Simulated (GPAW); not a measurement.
Runs of GPAW 26.7.0 on SiRu. The structure is cubic, space group P2_13 (No. 198). Conventional cell: a = 4.709 Å, b = 4.709 Å, c = 4.709 Å, α = 90.00°, β = 90.00°, γ = 90.00°. Ru (site symmetry 3) is surrounded by 7 Si at 2.38 to 2.70 Å. Si (site symmetry 3) has 7 Ru at 2.38 to 2.70 Å as nearest neighbours. The cell comes from a database or a generator and needn't be the stable form of this composition.

| task | level | potentials or basis | U | eigensolver | band path | band points | gap on the mesh (eV) | pressure (GPa) | V0 of scaled cells (Å³/atom) | B0 (GPa) | largest force (eV/Å) |
| --- | --- | --- | --- | --- | --- | --- | --- | --- | --- | --- | --- |
| equation of state | PW91 | PAW data sets generated in the run's folder for this functional, pw | - | - | - | - | - | - | 13.36 | 237 | - |
| equation of state | BLYP+D3(BJ) | PAW data sets generated in the run's folder for this functional, pw | - | davidson | - | - | - | - | 12.99 | (d) | - |
| band structure | PBE+U | GPAW PAW data sets (gpaw-data 1.2.1), pw | Ru d U = 5.3 eV | - | GXMGRX,MR | 80 | (b) | -0.2 | - | - | 0.20 |
| band structure | PBE | PAW data sets generated in the run's folder for this functional, pw | - | - | GXMGRX,MR | 60 | (a) | 5.3 | - | - | 0.18 |
| equation of state | BP86+D4 | PAW data sets generated in the run's folder for this functional, pw | - | - | - | - | - | - | 12.84 | (c) | - |

Alike in all rows: no spin polarisation; cell as given; k mesh 4 × 4 × 4; cutoff (eV) 600; smearing fermi-dirac 0.05 eV.

Question: Estimate the missing entries.

Answer: (a) 0.23; (b) 0.84; (c) 264; (d) 245.

Caveats: the cell was scaled at fixed shape and fractional positions, which overstates the stiffness of a crystal with free parameters, most of all of layers and chains (some runs); the mesh misses the band edges, which the band path finds closer together (some runs); the U is typed as a test and isn't derived for this compound (some runs).

A k mesh can miss the band edges, and the runs leave out spin-orbit coupling on Ru.
